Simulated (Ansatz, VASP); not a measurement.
**One calculation of PbO, two programs**

```
Pb O
1.0
     0.00000    2.82649    2.82649
     2.82649    0.00000    2.82649
     2.82649    2.82649    0.00000
Pb O
1 1
Direct
  0.00000 0.00000 0.00000
  0.25000 0.25000 0.25000
```

Alike in both runs: task single point; functional r2SCAN; k mesh 6 × 6 × 6; no spin polarisation.

|  | VASP | Ansatz |
| --- | --- | --- |
| version | VASP 6.6.1 | Ansatz 0.2.0 |
| potentials or method | VASP PAW PBE potentials, release 64 (Pb_d, O) | plane waves, PAW |
| plane-wave cutoff (eV) | 520 | 500 |
| occupations | gaussian, width 0.01 eV | fixed |
| valence electrons in the cell | 20 | 20 |

```tsv
	VASP	Ansatz	Ansatz less VASP
gap on the k mesh at the Fermi level (eV)	0.73	0.74	+0.009
pressure (GPa)	-1.7	-2.0	-0.23
```

Caveats: the PAW data sets were made with another functional, which shifts forces and pressure a little (VASP); spin-orbit coupling is left out, which as a rule narrows the gap of such compounds by several tenths of an eV. A k mesh can miss the band edges. r2SCAN opens gaps a little over a GGA but as a rule still falls short of measured ones.
